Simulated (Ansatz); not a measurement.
Crystal: CdTe.

```
Te Cd
1.0
     0.00000    3.20500    3.20500
     3.20500    0.00000    3.20500
     3.20500    3.20500    0.00000
Te Cd
1 1
Direct
  0.75000 0.75000 0.75000
  0.00000 0.00000 0.00000
```

Program: Ansatz 0.2.0. Alike in all runs: potentials or basis Ansatz PAW; no spin polarisation; cell as given; k mesh 7 × 7 × 7. Hardware: 2 threads of Arm Neoverse V1 (shared host).

Q: Order these runs on this cell by their wall time, lowest first.
A. task band structure; level BLYP; cutoff (eV) 420; smearing fermi-dirac 0.05 eV; points for each segment of the path 14
B. task Born charges and dielectric tensor; level PBE; cutoff (eV) 420; smearing fixed
C. task single point; level PBE; cutoff (eV) 300; smearing fermi-dirac 0.05 eV

A: C (1.1 s), A (7.2 s), B (46 s).

Caveats: the cutoff lies under the one recommended for these potentials (some runs).
